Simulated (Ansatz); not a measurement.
Crystal: Bi2Se3 (Paraguanajuatite).

```
Bi Se
1.0
     2.07150    1.19598    9.54533
    -2.07150    1.19598    9.54533
     0.00000   -2.39196    9.54533
Bi Se
2 3
Cartesian
  0.0000 0.0000 17.1587
  0.0000 0.0000 11.4773
  0.0000 0.0000 22.5738
  0.0000 0.0000 6.0622
  0.0000 0.0000 0.0000
```

Base run:

- Program: Ansatz 0.2.0
- Functional: revPBE
- Potentials or basis: Ansatz PAW
- Cutoff: 420 eV
- Density cutoff: 1680 eV
- k mesh: 8 × 8 × 8
- Occupations: fermi-dirac, width 0.05 eV
- Spin: no spin polarisation

Its results: band gap on the k mesh 0.27 eV, direct; pressure 3.8 GPa; largest force 0.161 eV/Å.

Task: The run is repeated on the same cell with these changes: functional from revPBE to PBE; k mesh from 8 × 8 × 8 to 3 × 3 × 3. What comes out?

Result: Band gap on the k mesh 0.24 eV, direct; pressure 2.5 GPa; largest force 0.097 eV/Å.

Several settings changed at once, so the effect can't be laid on one alone.

Caveats: some runs use coarse meshes; spin-orbit coupling is left out, which as a rule narrows the gap of such compounds by several tenths of an eV; the potentials were made for another functional, which shifts forces and pressure (some runs); the PAW data sets come from PBE, with cores solved anew for the run's functional, which leaves a small shift of forces and pressure (some runs); the density of states is complete only up to the lowest level of the last band computed (some runs); odd divisions of the mesh miss points on the zone boundary, where band edges often lie, so the gap on the mesh can be too wide (some runs).

A k mesh can miss the band edges.

Not every run made on this cell is shown here.
